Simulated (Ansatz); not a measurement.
Response of Cu to small distortions

```
CELL_PARAMETERS angstrom
0.00000 1.80750 1.80750
1.80750 0.00000 1.80750
1.80750 1.80750 0.00000
ATOMIC_POSITIONS crystal
Cu 0.00000 0.00000 0.00000
```

The cell is COD entry 5000216, as deposited and not checked against the literature; nothing was relaxed.

The calculation used DFT, PBE, all-electron LAPW, scalar-relativistic (Ansatz 0.2.0).

Settings: a Γ-centred 19×19×19 k mesh, Fermi–Dirac smearing of 0.08 eV, basis error target 0.25 meV/atom, no spin polarisation.

The unchanged cell is at 1.69 GPa.

In a metal, stresses and small energies carry noise from the k mesh.

x, y and z are the Cartesian axes of the cell as listed; fractional coordinates follow a strain, and an engineering shear is twice the off-diagonal strain component.

Problem. With this change (z strained by -2 % at fixed volume), what becomes of the energy and stress?

Solution. Energy change under 1 meV/atom; stress change (xx, yy, zz, yz, xz, xy) -0.38, -0.38, 0.86, 0.00, 0.00, 0.00 GPa, compression positive.

Problem. With this change (xy engineering shear strain of -2 %), what becomes of the energy and stress?

Solution. Energy change +1 meV/atom; stress change (xx, yy, zz, yz, xz, xy) 0.13, 0.13, -0.06, 0.00, 0.00, 1.52 GPa, compression positive.

Problem. With this change (equal xy, yz and zx engineering shear strains of -3 %), what becomes of the energy and stress?

Solution. Energy change +7 meV/atom; stress change (xx, yy, zz, yz, xz, xy) 0.48, 0.48, 0.48, 2.19, 2.19, 2.19 GPa, compression positive.

With equal xy, yz and zx engineering shear strains of -1 %: energy change under 1 meV/atom; stress change (xx, yy, zz, yz, xz, xy) 0.05, 0.05, 0.05, 0.74, 0.74, 0.74 GPa, compression positive.

Problem. With this change (equal xy, yz and zx engineering shear strains of +2 %), what becomes of the energy and stress?

Solution. Energy change +3 meV/atom; stress change (xx, yy, zz, yz, xz, xy) 0.21, 0.21, 0.21, -1.57, -1.57, -1.57 GPa, compression positive.

Problem. With this change (equal xy, yz and zx engineering shear strains of -2 %), what becomes of the energy and stress?

Solution. Energy change +3 meV/atom; stress change (xx, yy, zz, yz, xz, xy) 0.22, 0.22, 0.22, 1.46, 1.46, 1.46 GPa, compression positive.

Problem. With this change (equal xy, yz and zx engineering shear strains of +1 %), what becomes of the energy and stress?

Solution. Energy change under 1 meV/atom; stress change (xx, yy, zz, yz, xz, xy) 0.05, 0.05, 0.05, -0.76, -0.76, -0.76 GPa, compression positive.

With equal xy, yz and zx engineering shear strains of +3 %: energy change +8 meV/atom; stress change (xx, yy, zz, yz, xz, xy) 0.49, 0.49, 0.49, -2.43, -2.43, -2.43 GPa, compression positive.
